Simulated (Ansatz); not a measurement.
**TiSe: relaxation of cell and atoms with PBEsol+D3(BJ)-ATM**

Crystal: TiSe.

```
Se Ti
1.0
     4.17836    0.00000    0.00000
     0.00000    4.17836    0.00000
     0.00000    0.00000    5.98442
Se Ti
2 2
Direct
  0.00000 0.50000 0.76056
  0.50000 0.00000 0.23944
  0.00000 0.00000 0.00000
  0.50000 0.50000 0.00000
```

The cell comes from a database or a generator and needn't be the stable form of this composition.

| Quantity | Value |
| --- | --- |
| Program | Ansatz 0.2.0 |
| Task | relaxation of cell and atoms |
| Functional | PBEsol |
| Dispersion | D3(BJ)-ATM |
| Potentials or basis | Ansatz PAW |
| Cutoff | 420 eV (not typed: the program's choice for these potentials) |
| k mesh | 7 × 7 × 5 |
| Occupations | fermi-dirac, width 0.05 eV |
| Spin | no spin polarisation |

```yaml
Relaxed_volume: 19.97 Å³/atom
Relaxed_cell: a = 4.097 Å, b = 4.097 Å, c = 4.758 Å, α = 90.00°, β = 90.00°, γ = 90.00°
Space_group_after_relaxing_to_0.05_Å: P4/nmm (No. 129)
Energy_gained_by_relaxing: 94.8 meV/atom
Ionic_steps: 8
Pressure_after_relaxing: 0.0 GPa
Largest_force_after_relaxing: 0.004 eV/Å
Band_gap_on_the_k_mesh: none (metal or under the smearing width)
```

Forces in eV/Å, atoms in the order of the input:
```
Se   0.000  0.000  0.004
Se   0.000  0.000 -0.004
Ti   0.000  0.000  0.000
Ti   0.000  0.000  0.000
```

Step by step:
```csv
step,energy change (eV),largest force (eV/Å),volume (Å³)
1,0.0000,0.3225,104.48
2,-0.1956,0.2259,92.30
3,-0.2793,0.1663,87.22
4,-0.3449,0.1069,83.60
5,-0.3787,0.0904,80.26
6,-0.3803,0.0907,79.74
7,-0.3812,0.0038,79.86
8,-0.3794,0.0036,79.86
```

Final structure:
```xyz
4
Lattice="4.0968 0.0000 0.0000 0.0000 4.0968 0.0000 0.0000 0.0000 4.7583" Properties=species:S:1:pos:R:3 pbc="T T T"
Se    0.0000    2.0484    3.3326
Se    2.0484    0.0000    1.4257
Ti    0.0000    0.0000    0.0000
Ti    2.0484    2.0484    0.0000
```

Levels at points of the mesh, in eV from the Fermi level:
```tsv
k point	band 25	band 26	band 27	band 28	band 29	band 30	band 31	band 32
(0.00, 0.00, 0.00)	-3.50	-3.18	-1.36	-0.12	0.37	1.33	1.78	1.78
```

It took 40 s on 2 threads of AMD EPYC 7R43 64-Core Processor (Zen 3), on a shared host, peak memory 0.49 GiB.

Caveat: the volume moved by over 15 % at a fixed basis, so the end points are rough; the plane-wave basis is chosen anew once the cell has moved, so the energies of steps on either side of that aren't comparable; the PAW data sets come from PBE, with cores solved anew for the run's functional, which leaves a small shift of forces and pressure.
